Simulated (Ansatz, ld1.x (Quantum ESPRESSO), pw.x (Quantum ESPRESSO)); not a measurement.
pw.x on bcc Sr: one setting changed

Potential: norm-conserving Troullier–Martins (Kleinman–Bylander form), ld1.x (Quantum ESPRESSO) 7.5, PBE; core [Kr], reference 4d0 5s2 5p0; waves: 5s (bound): rc 2.95 bohr; 5p (bound, empty): rc 5.88 bohr; 4d (bound, empty): rc 3.30 bohr; local part: all-electron potential smoothed inside 3.25 bohr (lloc = -1); core correction: a·sin(br)/r model core, default radius (core density twice the valence density).

The reference run (k-mesh 10³, cutoffs 50/200 Ry, Fermi–Dirac 0.01 Ry, mixing_beta 0.4, conv_thr 1e-9, no spin) gives -0.15 GPa at 54.586 Å³/atom, where all-electron LAPW gives 0.01 GPa. This run, with its own iteration cap, changes nspin = 2 with starting_magnetization to 0.2.

```
&control
  calculation='scf', prefix='x', pseudo_dir='./', outdir='./tmp', tstress=.true., disk_io='none'
/
&system
  ibrav=0, nat=1, ntyp=1, ecutwfc=50, ecutrho=200, nbnd=8,
  occupations='smearing', smearing='fd', degauss=0.01, nspin=2, starting_magnetization(1)=0.2
/
&electrons
  conv_thr=1e-09, mixing_beta=0.4, electron_maxstep=50
/
ATOMIC_SPECIES
Sr 1.0 Sr.UPF
CELL_PARAMETERS angstrom
  -2.38968373 2.38968373 2.38968373
  2.38968373 -2.38968373 2.38968373
  2.38968373 2.38968373 -2.38968373
ATOMIC_POSITIONS crystal
Sr 0.0000 0.0000 0.0000
K_POINTS automatic
10 10 10 0 0 0
```

```bash
pw.x < Sr.scf.in > Sr.scf.out
```

How does the run end?

It converges in 8 iterations; the free energy moves by +0.0 meV/atom and the pressure by +0.00 GPa. The result is that of the reference run.

```
Message from routine setup:
     using ibrav=0 with symmetry is DISCOURAGED, use correct ibrav instead
     lattice parameter (alat)  =       7.8217  a.u.
     unit-cell volume          =     368.3646 (a.u.)^3
     number of electrons       =         2.00
     number of Kohn-Sham states=            8
     kinetic-energy cutoff     =      50.0000  Ry
     charge density cutoff     =     200.0000  Ry
     scf convergence threshold =      1.0E-09
     Exchange-correlation= PBE
     atomic species   magnetization
     number of k points=    47  Fermi-Dirac smearing, width (Ry)=  0.0100
     iteration #  1     ecut=    50.00 Ry     beta= 0.40
     c_bands:  1 eigenvalues not converged
     total energy              =      -2.54371007 Ry
     estimated scf accuracy    <       0.00082718 Ry
     total magnetization       =     0.24 Bohr mag/cell
     absolute magnetization    =     0.24 Bohr mag/cell
     iteration #  2     ecut=    50.00 Ry     beta= 0.40
     total energy              =      -2.54439111 Ry
     estimated scf accuracy    <       0.00032309 Ry
     total magnetization       =     0.20 Bohr mag/cell
     absolute magnetization    =     0.20 Bohr mag/cell
     iteration #  3     ecut=    50.00 Ry     beta= 0.40
     total energy              =      -2.54462496 Ry
     estimated scf accuracy    <       0.00000567 Ry
     total magnetization       =     0.12 Bohr mag/cell
     absolute magnetization    =     0.12 Bohr mag/cell
     iteration #  4     ecut=    50.00 Ry     beta= 0.40
     c_bands:  1 eigenvalues not converged
     c_bands:  1 eigenvalues not converged
     total energy              =      -2.54483875 Ry
     estimated scf accuracy    <       0.00000153 Ry
     total magnetization       =     0.04 Bohr mag/cell
     absolute magnetization    =     0.04 Bohr mag/cell
     iteration #  5     ecut=    50.00 Ry     beta= 0.40
     total energy              =      -2.54483306 Ry
     estimated scf accuracy    <       0.00000114 Ry
     total magnetization       =     0.03 Bohr mag/cell
     absolute magnetization    =     0.03 Bohr mag/cell
     iteration #  6     ecut=    50.00 Ry     beta= 0.40
     total energy              =      -2.54486027 Ry
     estimated scf accuracy    <       0.00000002 Ry
     total magnetization       =     0.01 Bohr mag/cell
     absolute magnetization    =     0.01 Bohr mag/cell
     iteration #  7     ecut=    50.00 Ry     beta= 0.40
     total energy              =      -2.54486217 Ry
     estimated scf accuracy    <          5.3E-09 Ry
     total magnetization       =    -0.00 Bohr mag/cell
     absolute magnetization    =     0.00 Bohr mag/cell
     iteration #  8     ecut=    50.00 Ry     beta= 0.40
     the Fermi energy is     1.8462 ev
!    total energy              =      -2.54486223 Ry
     estimated scf accuracy    <          1.2E-10 Ry
     smearing contrib. (-TS)   =      -0.00605879 Ry
     The total energy is F=E-TS. E is the sum of the following terms:
     one-electron contribution =       1.05593344 Ry
     hartree contribution      =       0.00399575 Ry
     xc contribution           =      -1.98697171 Ry
     ewald contribution        =      -1.61176092 Ry
     total magnetization       =     0.00 Bohr mag/cell
     absolute magnetization    =     0.00 Bohr mag/cell
     convergence has been achieved in   8 iterations
          total   stress  (Ry/bohr**3)                   (kbar)     P=       -1.51
     Message from routine punch:
     Nothing written, as per user request (disk_io='none')
```

The run took about 22 s on one core of a shared host (Neoverse-V1, 32 threads, 247 GiB, load 22).
